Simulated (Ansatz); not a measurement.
Crystal: TiO2.

```xyz
12
Lattice="4.5453 0.0000 0.0000 0.0000 5.5196 0.0000 0.0000 0.0000 4.9092" Properties=species:S:1:pos:R:3 pbc="T T T"
Ti    0.0000    0.9548    3.6819
Ti    2.2727    1.8050    1.2273
Ti    0.0000    4.5648    1.2273
Ti    2.2727    3.7147    3.6819
O     1.2338    2.1070    4.5098
O     3.5065    0.6528    0.3994
O     1.0388    0.6528    2.0552
O     3.3115    2.1070    2.8540
O     1.2338    3.4126    2.0552
O     3.5065    4.8668    2.8540
O     1.0388    4.8668    4.5098
O     3.3115    3.4126    0.3994
```

Measurements of this composition are mostly on another form, of space group No. 141.

Base run:

```yaml
Program: Ansatz 0.2.0
Functional: PBE
Potentials_or_basis: Ansatz PAW
Cutoff: "420 eV (not typed: the program's choice for these potentials)"
k_mesh: 6 × 5 × 6
Occupations: fermi-dirac, width 0.05 eV
Spin: no spin polarisation
Hubbard_terms: Ti d U = 6 eV
```

Its results: band gap on the k mesh 3.31 eV, indirect (least direct gap 3.40 eV); pressure 9.9 GPa; largest force 0.350 eV/Å.

The run is repeated on the same cell with these changes: hubbard terms from Ti d U = 6 eV to Ti d U = 2 eV. What comes out?

Band gap on the k mesh 2.81 eV, indirect (least direct gap 2.88 eV); pressure 5.8 GPa; largest force 0.071 eV/Å.

Caveats: odd divisions of the mesh miss points on the zone boundary, where band edges often lie, so the gap on the mesh can be too wide.

A k mesh can miss the band edges.
